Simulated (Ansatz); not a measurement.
## V_N (site 1) in Si3N4 (P6_3/m): charge-transition levels and formation energies

Aim: at which Fermi levels does V_N (site 1) in Si3N4 (P6_3/m) change its charge? The model is a cell of 126 host atoms with 1 N taken out.

Main program and level: Ansatz 0.2.0; place-levels on PBEsol runs: charge-transition levels and formation energies with image-charge correction and potential alignment at the atomic sites; PAW set soft_1.

## Step 1: The structure

The cell holds 125 atoms: 54 Si and 71 N. Its edges and angles: a = 13.008 Å, b = 13.008 Å, c = 8.600 Å, α = 90.0°, β = 90.0°, γ = 120.0°. It derives from Si3N4 (space group P6_3/m). Nearest the centre at fractional (0.576, 0.453, 0.583): Si100 at 1.71 Å, Si59 at 1.71 Å, Si56 at 1.71 Å, N62 at 2.74 Å, N122 at 2.77 Å, N81 at 2.77 Å, N74 at 2.77 Å, N115 at 2.77 Å.

Screening for the image-charge correction: ε∞ = (4.29, 4.29, 4.37), ε0 = (8.29, 8.29, 8.25), from a response run on this crystal (DFPT, PBEsol) at that run's own cell.

The relaxed host is scaled by −1.5 % along all axes; the dielectric constants are those of the unstrained host.

The cell's shortest repeat is 8.6 Å.

## Step 2: The runs of each charge state

Levels follow from differences of total energies between charge states, each relaxed by itself.

Each atom starts 0.05 Å or so off its site in a random direction: a symmetric start keeps its symmetry, and would miss off-centre moves and Jahn–Teller distortions. Forces are taken at one point at (¼, ¼, ¼). The cell holds 1 electron fewer than the neutral one, with a uniform background that keeps it neutral on the whole.

The sampling was tested on the host first: at the k-points planned (1x1x1 shifted 0.25 0.25 0.25) its energy lies 0.000 eV an atom from the dense-mesh value, under the bound of 0.02 eV set for this test; that bounds the host's error, not the defect's.

One of the inputs; charge, spin and start change from state to state.

qp1.relax/input.yaml

```yaml
crystal:
  lattice:
    - [11.26513559, 6.50392907, 0.0]
    - [-11.26513559, 6.50392907, 0.0]
    - [0.0, 0.0, 2.86660194]
  atoms:
    - { symbol: Si, position: [0.01950046, 0.80655545, 0.75] }
    - { symbol: Si, position: [0.3528338, 0.47322211, 0.75] }
    - { symbol: Si, position: [0.68616713, 0.13988878, 0.75] }
    - { symbol: Si, position: [0.21294502, 0.01950046, 0.25] }
    - { symbol: Si, position: [0.54627835, 0.68616713, 0.25] }
    - { symbol: Si, position: [0.87961168, 0.3528338, 0.25] }
    - { symbol: Si, position: [0.13988878, 0.45372165, 0.25] }
    - { symbol: Si, position: [0.47322211, 0.12038832, 0.25] }
    - { symbol: Si, position: [0.80655545, 0.78705498, 0.25] }
    - { symbol: Si, position: [0.19344455, 0.21294502, 0.75] }
    - { symbol: Si, position: [0.52677789, 0.87961168, 0.75] }
    - { symbol: Si, position: [0.86011122, 0.54627835, 0.75] }
    - { symbol: Si, position: [0.12038832, 0.6471662, 0.75] }
    - { symbol: Si, position: [0.45372165, 0.31383287, 0.75] }
    - { symbol: Si, position: [0.78705498, 0.98049954, 0.75] }
    - { symbol: Si, position: [0.31383287, 0.86011122, 0.25] }
    - { symbol: Si, position: [0.6471662, 0.52677789, 0.25] }
    - { symbol: Si, position: [0.98049954, 0.19344455, 0.25] }
    - { symbol: "N", position: [0.0, 0.66666667, 0.75] }
    - { symbol: "N", position: [0.33333333, 0.33333333, 0.75] }
    - { symbol: "N", position: [0.66666667, 0.0, 0.75] }
    - { symbol: "N", position: [0.0, 0.33333333, 0.25] }
    - { symbol: "N", position: [0.33333333, 0.0, 0.25] }
    - { symbol: "N", position: [0.66666667, 0.66666667, 0.25] }
    - { symbol: "N", position: [0.21345843, 0.45653274, 0.75] }
    - { symbol: "N", position: [0.54679176, 0.12319941, 0.75] }
    - { symbol: "N", position: [0.8801251, 0.78986608, 0.75] }
    - { symbol: "N", position: [0.09025902, 0.8801251, 0.25] }
    - { symbol: "N", position: [0.42359235, 0.54679176, 0.25] }
    - { symbol: "N", position: [0.75692569, 0.21345843, 0.25] }
    - { symbol: "N", position: [0.12319941, 0.57640765, 0.25] }
    - { symbol: "N", position: [0.45653274, 0.24307431, 0.25] }
    - { symbol: "N", position: [0.78986608, 0.90974098, 0.25] }
    - { symbol: "N", position: [0.21013392, 0.09025902, 0.75] }
    - { symbol: "N", position: [0.54346726, 0.75692569, 0.75] }
    - { symbol: "N", position: [0.87680059, 0.42359235, 0.75] }
    - { symbol: "N", position: [0.1198749, 0.21013392, 0.25] }
    - { symbol: "N", position: [0.45320824, 0.87680059, 0.25] }
    - { symbol: "N", position: [0.78654157, 0.54346726, 0.25] }
    - { symbol: "N", position: [0.24307431, 0.78654157, 0.75] }
    - { symbol: "N", position: [0.57640765, 0.45320824, 0.75] }
    - { symbol: "N", position: [0.90974098, 0.1198749, 0.75] }
  supercell: [1, 1, 3]
  defects: [{ vacancy: 82 }]
total_charge: 1
basis:
  ecutwfc: 420
  xc_grid: 2
hamiltonian:
  xc: pbesol
  pseudopotentials: { kind: paw, azcp: { folder: soft_1 }, xc_functional: pbe }
kpoints:
  mp_grid: { grid: [1, 1, 1], shift: [0.25, 0.25, 0.25] }
scf:
  occupations: { method: fixed }
  max_iter: 60
output:
  forces: true
  charged_corrections: { epsilon: [4.29, 4.29, 4.37], static_epsilon: [8.29, 8.29, 8.25] }
relax:
  f_tol: 0.02
  max_steps: 80
  random_displacement: { amplitude: 0.05, seed: 2988 }
checkpoint:
  write: "../qp1.relax.run"
  compress: false
  write_wavefunctions: true
  write_every: 100000
```

Started as:

```
ansatz run input.yaml --threads 4 --pin off --max-ram 15073MiB --backend cpu --events-out ev --progress --plain --runs-dir out
```

Defect states can disperse in a cell of this size, so the energy is taken again at a 2×2×2 shifted mesh, on the relaxed structure.

The run of this state that the levels use, under PBEsol:

qp1.point/input.yaml

```yaml
crystal:
  checkpoint: "../qp1.relax.run"
  host: checkpoint
total_charge: 1
basis:
  ecutwfc: 420
  xc_grid: 2
hamiltonian:
  xc: pbesol
  pseudopotentials: { kind: paw, azcp: { folder: soft_1 }, xc_functional: pbe }
kpoints:
  mp_grid: { grid: [2, 2, 2], shift: [0.5, 0.5, 0.5] }
scf:
  occupations: { method: fermi_dirac, width: 0.01 }
  max_iter: 60
output:
  forces: true
  eigenvalues: true
  charged_corrections:
    epsilon: [4.29, 4.29, 4.37]
    static_epsilon: [8.29, 8.29, 8.25]
    defect_position: [0.576408, 0.453208, 0.583333]
  eigenstates: { localisation: true }
  populations: true
  band_densities: [{ bands: [v1, v1] }, { bands: [c1, c1] }]
  write_density: true
  write_potential: true
  volumetric_format: npy
checkpoint:
  read: "../qp1.relax.run"
  write: "../qp1.point.run"
  compress: false
  write_wavefunctions: false
  write_every: 100000
```

Relaxations under PBEsol at one point at (¼, ¼, ¼); times on 4 threads of Arm Neoverse V2, shared host:

```
charge  moment (μB)  occupations        outcome  steps  largest displacement against the far atoms (Å)     time
     0            1        fixed      converged     13                                            0.25  8.9 min
    +1            0        fixed      converged      7                                            0.09  2.6 min
    +2            1        fixed      converged      7                                            0.10  6.6 min
    +3            0        fixed  not converged      -                                               -     75 s
    +3            0  fermi-dirac      converged      7                                            0.10  2.8 min
    +3            2        fixed      converged      7                                            0.10  6.8 min
```

Single points under PBEsol at a 2×2×2 shifted mesh; times on 4 threads of Arm Neoverse V2, shared host:

```
charge  moment (μB)  occupations    outcome     time
     0            1  fermi-dirac  converged  5.6 min
    +1            0  fermi-dirac  converged  2.6 min
    +2            1  fermi-dirac  converged    7 min
    +3            0  fermi-dirac  converged  3.3 min
    +3            2  fermi-dirac  converged  6.9 min
```

Distances (Å) from the ideal centre to the nearest atoms after relaxation with PBEsol:

```
charge  moment (μB)       1.       2.       3.      4.      5.      6.
     0            1  Si 1.53  Si 1.53  Si 1.71  N 2.58  N 2.64  N 2.65
    +1            0  Si 1.66  Si 1.67  Si 1.71  N 2.68  N 2.70  N 2.70
    +2            1  Si 1.66  Si 1.67  Si 1.70  N 2.68  N 2.70  N 2.70
    +3            0  Si 1.67  Si 1.67  Si 1.68  N 2.67  N 2.70  N 2.70
    +3            2  Si 1.66  Si 1.67  Si 1.69  N 2.67  N 2.70  N 2.71
```

## Step 3: place-levels, PBEsol

A charged cell interacts with its images and the background, and its potential has another zero than the host's. place-levels removes the first by a point-charge model, screened by the static dielectric constant since the ions have relaxed around the charge, and the second by comparing potentials at atoms far from the defect.

The host is a run of the defect-free crystal in the same cutoffs, grids and k-points, so that basis and sampling errors cancel in part in the differences. Its band edges come from a run of the primitive cell that searches the zone for them. The host is run in a cell of 42 atoms on a matching mesh. Chemical potentials are energies per atom of N (N2 molecule), run with the same functional and cutoff.

levels.point.yaml

```yaml
host:
  run: host.point.run
  levels_from: { run: edges.point.run }
states: [q0_M1.point.run, qp1.point.run, qp2_M1.point.run, qp3.point.run, qp3_M2.point.run]
geometry_from:
  q0_M1.point.run: q0_M1.relax.run
  qp1.point.run: qp1.relax.run
  qp2_M1.point.run: qp2_M1.relax.run
  qp3.point.run: qp3.relax_smeared.run
  qp3_M2.point.run: qp3_M2.relax.run
  host.point.run: host.relax.run
chemical_potentials:
  "N":
    energy: -378.476431
    dataset: "<sha256 of the dataset>"
epsilon: [4.29, 4.29, 4.37]
static_epsilon: [8.29, 8.29, 8.25]
vertical:
  - { from: qp1.point.run, to: qp1.point_neutral.run }
  - { from: qp2_M1.point.run, to: qp2_M1.point_neutral.run }
  - { from: qp3.point.run, to: qp3.point_neutral.run }
  - { from: qp3_M2.point.run, to: qp3_M2.point_neutral.run }
```

Started as:

```
ansatz place-levels levels.point.yaml -- --threads 4 --pin off --max-ram 15073MiB
```

Numbers of over 12 decimals in the logs are rounded to 6 here.

What it wrote:

```text
[... repeated set-up lines and file paths are left out, and long positions are rounded to six places ...]
(+3/+2) 0.000 eV above the valence edge (-0.914 eV without the band-filling correction), 4.360 eV under the conduction edge
(+2/+1) 0.000 eV above the valence edge (-0.612 eV without the band-filling correction), 4.360 eV under the conduction edge
(+1/0) 1.613 eV above the valence edge, 2.748 eV under the conduction edge
formation energy of charge +3: +3.601 eV with the Fermi level at the valence edge
formation energy of charge +2: +3.601 eV with the Fermi level at the valence edge
formation energy of charge +1: +3.601 eV with the Fermi level at the valence edge
formation energy of charge 0: +5.214 eV with the Fermi level at the valence edge
vertical +1 to 0: no energy, since no alignment is typed
  the change from vertical[0].from (qp1.point.run) to vertical[0].to (qp1.point_neutral.run): by its potential at epsilon [4.29, 4.29, 4.37] it stands at 0.576 0.475 0.583, with an rms radius of about 2.3 Å (1.0 1.0 1.7 Å across the planes of the cell's [...]
vertical +2 to 0: no energy, since no alignment is typed
  the change from vertical[1].from (qp2_M1.point.run) to vertical[1].to (qp2_M1.point_neutral.run): by its potential at epsilon [4.29, 4.29, 4.37] it stands at 0.587 0.460 0.583, with an rms radius of about 4.3 Å (2.4 2.5 2.4 Å across the planes of the cell's [...]
vertical +3 to 0: no energy, since no alignment is typed
  the change from vertical[2].from (qp3.point.run) to vertical[2].to (qp3.point_neutral.run): by its potential at epsilon [4.29, 4.29, 4.37] it stands at 0.589 0.453 0.584, with an rms radius of about 5.1 Å (3.0 3.0 2.8 Å across the planes of the cell's [...]
vertical +3 to 0: no energy, since no alignment is typed
[...]
of states[1] (qp1.point.run): it parts from the run at its places by a charge that spreads by about 1.7 Å along one vector (1.5 Å or more is wide), by its potential at epsilon [4.29, 4.29, 4.37], taken for that of held ions (one typed too small widens it), [...]
  of states[0] (q0_M1.point.run): stability_check_not_made
  of states[4] (qp3_M2.point.run): it parts from the run at its places by a charge that spreads by about 2.8 Å along one vector (1.5 Å or more is wide), by its potential at epsilon [4.29, 4.29, 4.37], taken for that of held ions (one typed too small widens [...]
  of vertical[0].from (qp1.point.run): its displacements don't fall off away from the defect: farther atoms stand 0.014 Å off the host's places. [...]
  of vertical[0].to (qp1.point_neutral.run): its displacements don't fall off away from the defect: farther atoms stand 0.014 Å off the host's places. [...]
  vertical[1].from (qp2_M1.point.run): levels filled in part (TS 0.006 eV): its energy is of no whole electron's
  of vertical[1].from (qp2_M1.point.run): its displacements don't fall off away from the defect: farther atoms stand 0.014 Å off the host's places. [...]
  of vertical[1].to (qp2_M1.point_neutral.run): its displacements don't fall off away from the defect: farther atoms stand 0.014 Å off the host's places. [...]
  vertical[2].from (qp3.point.run): levels filled in part (TS 0.011 eV): its energy is of no whole electron's
  of vertical[2].from (qp3.point.run): its displacements don't fall off away from the defect: farther atoms stand 0.014 Å off the host's places. [...]
  of vertical[2].to (qp3.point_neutral.run): its displacements don't fall off away from the defect: farther atoms stand 0.014 Å off the host's places. [...]
  vertical[3].from (qp3_M2.point.run): levels filled in part (TS 0.005 eV): its energy is of no whole electron's
  of vertical[3].from (qp3_M2.point.run): its displacements don't fall off away from the defect: farther atoms stand 0.014 Å off the host's places. [...]
  of vertical[3].to (qp3_M2.point_neutral.run): its displacements don't fall off away from the defect: farther atoms stand 0.014 Å off the host's places. [...]
```

Run time: 0.71 s. Hardware: 4 threads of Arm Neoverse V2, shared host.

Levels between the charges placed, in eV above the valence top:

```
        gap (eV)  (+3/+2)  (+2/+1)  (+1/0)
PBEsol      4.36     0.00     0.00    1.61
```

Corrections by state:

```
charge  moment (μB)  image terms and alignment (eV)  band filling (eV)                               ε used  over the lowest of its charge, as the program ranks them, band filling apart (eV)
    +3          0.0                           1.164             -1.526  principal values (8.25, 8.29, 8.29)                                                                              0.000
    +2          1.0                           0.524             -0.612  principal values (8.25, 8.29, 8.29)                                                                              0.000
    +1          0.0                           0.137                  -  principal values (8.25, 8.29, 8.29)                                                                              0.000
     0          1.0                           0.000                  -                                    -                                                                              0.000
    +3          2.0                           1.152                  -  principal values (8.25, 8.29, 8.29)                                                                              0.049
```

The charged structures listed were also run neutral, and place-levels reads from each pair, by the potential or the spins, how wide the charge is by which they differ; that can be the carrier of either run.

```
charge  rms radius (Å)  spread where it is widest against the cell (Å)  wide from (Å)  reading
    +3             5.1                                            2.82           1.49     wide
    +2             4.3                                            2.45           1.49     wide
    +1             2.3                                            1.73           1.49     wide
```

The neutral runs of these pairs need not share the spin of the lowest neutral state, and very wide values only mean spread over the cell.

From the program's caveats on the states, each cut to its opening words:

- charge +3, +3 (2 μB): it parts from the run at its places by a charge that spreads by about 2.8 Å along one vector (1.5 Å or more is wide), by its potential at epsilon [4.29, 4.29, [...]
- charge +3: a band-filling correction moves a carrier to the host's band edge, which changes its energy by -1.526 eV
- charge +3: its alignment with the host at atomic sites is doubtful: the mean over the far sites moves by +0.1582 eV from their farther parts to their nearer, more than [...]
- charge +3, +2 (1 μB), +1, +3 (2 μB): its displacements don't fall off away from the defect: farther atoms stand 0.014 Å off the host's places
- charge +2 (1 μB): it parts from the run at its places by a charge that spreads by about 2.4 Å along one vector (1.5 Å or more is wide), by its potential at epsilon [4.29, 4.29, [...]
- charge +2 (1 μB): a band-filling correction moves a carrier to the host's band edge, which changes its energy by -0.612 eV
- charge +2 (1 μB): its alignment with the host at atomic sites is doubtful: the mean over the far sites moves by +0.0880 eV from their farther parts to their nearer, more than [...]
- charge +2 (1 μB): its moments are held at its close (magnetization.spin_locking), by a field of 0.020 eV a Bohr magneton, and its energy and levels are of the state that this [...]
- charge +1: it parts from the run at its places by a charge that spreads by about 1.7 Å along one vector (1.5 Å or more is wide), by its potential at epsilon [4.29, 4.29, [...]
- charge 0 (1 μB): flagged: stability check not made
- charge +3 (2 μB): its alignment with the host at atomic sites is doubtful: the mean over the far sites moves by +0.1635 eV from their farther parts to their nearer, more than [...]
- charge +3 (2 μB): its moments are held at its close (magnetization.spin_locking), by a field of 0.055 eV a Bohr magneton, and its energy and levels are of the state that this [...]

The host's formation energy from the elements is -1.201 eV per atom at this strain; it sets how far the chemical potentials can move.

Limit set by the element alone; other compounds of these elements are not counted. Chemical potentials from the elements' reference states: N 0.00 eV, Si -2.80 eV. Formation energy by charge state (N-rich; gap 4.36 eV):

```
charge  at valence top (eV)  at conduction bottom (eV)  correction included (eV)
    +3                 3.60                      16.68                     -0.36
    +2                 3.60                      12.32                     -0.09
    +1                 3.60                       7.96                      0.14
     0                 5.21                       5.21                      0.00
```

```csv
Fermi level (eV),lowest formation energy (eV)
0.00,3.60
0.40,4.00
0.79,4.39
1.19,4.79
1.58,5.19
1.98,5.21
2.38,5.21
2.78,5.21
3.17,5.21
3.57,5.21
3.96,5.21
4.36,5.21
```

Limit set by the element alone; other compounds of these elements are not counted. Chemical potentials from the elements' reference states: Si 0.00 eV, N -2.10 eV. Formation energy by charge state (Si-rich; gap 4.36 eV):

```
charge  at valence top (eV)  at conduction bottom (eV)  correction included (eV)
    +3                 1.50                      14.58                     -0.36
    +2                 1.50                      10.22                     -0.09
    +1                 1.50                       5.86                      0.14
     0                 3.11                       3.11                      0.00
```

(Fermi level (eV), lowest formation energy (eV)): (0.00, 1.50), (0.40, 1.90), (0.79, 2.29), (1.19, 2.69), (1.58, 3.08), (1.98, 3.11), (2.38, 3.11), (2.78, 3.11), (3.17, 3.11), (3.57, 3.11), (3.96, 3.11), (4.36, 3.11)

## Step 4: Summary of results

* gap of the host: 4.36 eV (PBEsol)
* level (plus 3/plus 2): 0.00 eV above the valence top (-0.91 eV above the valence top without the band-filling term)
* level (plus 2/plus 1): 0.00 eV above the valence top (-0.61 eV above the valence top without the band-filling term)
* level (plus 1/0): 1.61 eV above the valence top
* lowest of the charges placed, just above the valence top (0.02 eV): +1
* lowest of the charges placed, just below the conduction bottom (0.02 eV): 0
* lowest formation energy at mid-gap of the charges run, N-rich: 5.21 eV
* lowest formation energy at mid-gap of the charges run, Si-rich: 3.11 eV

Of the charges placed (0, +1, +2 and +3), the lowest changes at 1.61 eV (+1/0) above the valence top, in a gap of 4.36 eV. Charges below 0 were not placed, so these runs say nothing of levels that involve them. States placed: +3 at 0 μB and 2 μB; +2 at 1 μB; +1 at 0 μB; 0 at 1 μB. Other spin states or structures, where not listed, weren't placed. The program finds carriers beyond a band edge of the host and adds a band-filling term at charge +2 (-0.61 eV) and +3 (-1.53 eV); steps to such a charge show no bound level, and a defect level inside a band would be read the same way. The program doubts the alignment of potentials for at least one state, a sign that the cell is small. Keep in mind: the images are only 8.6 Å apart; PBEsol makes the gap too small and tends to spread out bound carriers; where a gas molecule sets a chemical potential or the host's formation energy, its binding is uncorrected; force components of up to 0.14 eV/Å remain in a run at the final settings.

[Logs are printed without paths, hosts, clocks, repeated set-up lines and the standing remarks that a program may print on its own settings, such as how far it seeks lower states.]

[Hosts, paths, dates, database ids (printed as entryN), source tags and the programs' standing remarks are cut or masked in the printed files.]

[Where a table of states has a column of steps, it counts the stored structures, which are thinned; the runs took as many ionic steps or more.]

[A defect's name tells the site on which it was built; relaxed atoms can leave that site.]

[For some hosts the program warned that the k-mesh of the response run may be too coarse for force constants and the static dielectric constant; such warnings are not shown here.]
